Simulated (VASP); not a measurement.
Here is a VASP 6.6.1 calculation.

Contents of INCAR:

```
SYSTEM = Sn
ALGO     = Normal         ! electronic algorithm
EDIFF    = 1E-7           ! SCF threshold, eV
EDIFFG   = -0.005         ! ionic threshold
ENCUT    = 600            ! plane-wave cutoff, eV
GGA      = PE             ! functional
IBRION   = 2              ! ionic algorithm
ISIF     = 3              ! what is computed and relaxed
ISMEAR   = 1              ! smearing method
LASPH    = .True.         ! aspherical terms in the spheres
LCHARG   = .False.        ! write CHGCAR
LREAL    = .False.        ! projectors in reciprocal space
LWAVE    = .False.        ! write WAVECAR
NELM     = 80             ! most SCF steps
NSW      = 90             ! ionic steps
PREC     = Accurate       ! precision mode
SIGMA    = 0.1            ! smearing width, eV
```

Contents of KPOINTS:

```
k-points
0
Gamma
  16 16 16
  0 0 0
```

File POSCAR:

```
Sn                                      
1.0
   -2.9746581678      2.9746581678      1.6063445899
    2.9746581678     -2.9746581678      1.6063445899
    2.9746581678      2.9746581678     -1.6063445899
  Sn            
     2
Direct
     0.0000000000000000    0.0000000000000000    0.0000000000000000
     0.7500000000000000    0.2500000000000000    0.5000000000000000
```

Potentials or basis: VASP PAW PBE potentials, release 64 (Sn_d).

Launch:

```sh
$ cat potpaw_PBE.64/Sn_d/POTCAR > POTCAR
$ mpirun -np 1 vasp_std > vasp.out
```

Task: Estimate the band gap on the k mesh.

Result: None (metal or under the smearing width).

Task: What does it give for the space group after relaxing (to 0.05 Å)?

Result: I4_1/amd (No. 141).

Task: Predict the relaxed cell.

Result: a = 4.502 Å, b = 4.502 Å, c = 4.502 Å, α = 97.31°, β = 97.31°, γ = 138.20°.

Final structure:
```
CELL_PARAMETERS angstrom
-2.97374 2.97374 1.60595
2.97374 -2.97374 1.60595
2.97374 2.97374 -1.60595
ATOMIC_POSITIONS crystal
Sn 0.00000 0.00000 0.00000
Sn 0.75000 0.25000 0.50000
```
